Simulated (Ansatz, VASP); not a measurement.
**Bi: VASP beside Ansatz**

INCAR

```
  ALGO = Fast
  EDIFF = 1E-7
  ENCUT = 520
  GGA = PS
  ISIF = 2
  ISMEAR = -1
  LASPH = True
  LCHARG = False
  LREAL = False
  LWAVE = False
  NBANDS = 22
  NELM = 100
  PREC = Accurate
  SIGMA = 0.05
```

The input KPOINTS:

```
k-points
0
Gamma
  6 6 9
```

The input POSCAR:

```
Bi
1.0
    3.4885980000     -3.1325780000      0.0000000000
    3.4885980000      3.1325780000      0.0000000000
   -1.2602350000      0.0000000000      3.1135500000
Bi
2
Direct
    0.7530610000      0.7530610000      0.8573820000
    0.2469390000      0.2469390000      0.1426180000
```

The input input.yaml:

```yaml
crystal:
  lattice:
    - [3.488598, -3.132578, 0.0]
    - [3.488598, 3.132578, 0.0]
    - [-1.260235, 0.0, 3.11355]
  atoms:
    - { symbol: Bi, position: [0.753061, 0.753061, 0.857382] }
    - { symbol: Bi, position: [0.246939, 0.246939, 0.142618] }
hamiltonian:
  xc: pbesol
  pseudopotentials: { kind: paw }
kpoints:
  mp_grid: { grid: [6, 6, 9] }
  band_path:
    path:
      - [[0.0, 0.0, 0.0], [-0.5600545268, -0.5600545268, -0.387994671], [-0.2923401794, -0.2923401794, -0.5750158585], [-0.8277688743, -0.8277688743, 0.7990265165], [0.0, 0.0, 0.5], [-0.5, 0.5, 0.5], [-0.7076598206, 0.2923401794, 0.5750158585]]
      - [[-0.1722311257, 0.8277688743, -0.7990265165], [-0.4399454732, 0.5600545268, -0.612005329], [-0.5, 0.5, 0.0], [0.0, 0.0, 0.0], [-0.5, 0.0, -0.5]]
      - [[-0.5, 0.0, 0.0], [0.0, 0.0, 0.0]]
    npoints: 14
scf:
  occupations: { method: fermi_dirac, width: 0.05 }
  n_extra_bands: 6
output:
  forces: true
  stress: true
  eigenvalues: true
  fatbands: true
```

This isn't the form of Bi at room conditions, which is rhombohedral.

Alike in both runs: functional PBEsol; k mesh 6 × 6 × 9; occupations fermi-dirac, width 0.05 eV; no spin polarisation.

```csv
,VASP,Ansatz
version,VASP 6.6.1,Ansatz 0.2.0
potentials or method,"VASP PAW PBE potentials, release 64 (Bi_d)",Ansatz PAW
plane-wave cutoff (eV),520,420
valence electrons in the cell,30,30
task,single point,band structure
```

Ansatz gave:

| Property | Result |
| --- | --- |
| gap on the k mesh at the Fermi level (eV) | none |
| pressure (GPa) | -2.5 |
| largest component of the traceless stress (GPa) | 0.72 |
| rms of the force components (eV/Å) | 0.034 |

Problem. What did VASP give for the same quantities?

Solution. gap on the k mesh at the Fermi level (eV): none; pressure (GPa): -2.5; largest component of the traceless stress (GPa): 0.73; rms of the force components (eV/Å): 0.033.

Atom by atom the forces differ by 0.001 eV/Å (rms over components). A gap of «none» marks a metal or a gap that the smearing closes. With one functional, cell and mesh, what is left measures potentials, basis and numerics.

Caveats: spin-orbit coupling is left out, which moves the levels of the heavy elements; the PAW data sets were made with another functional, which shifts forces and pressure a little (VASP); the PAW data sets come from PBE, with cores solved anew for the run's functional, which leaves a small shift of forces and pressure (Ansatz).
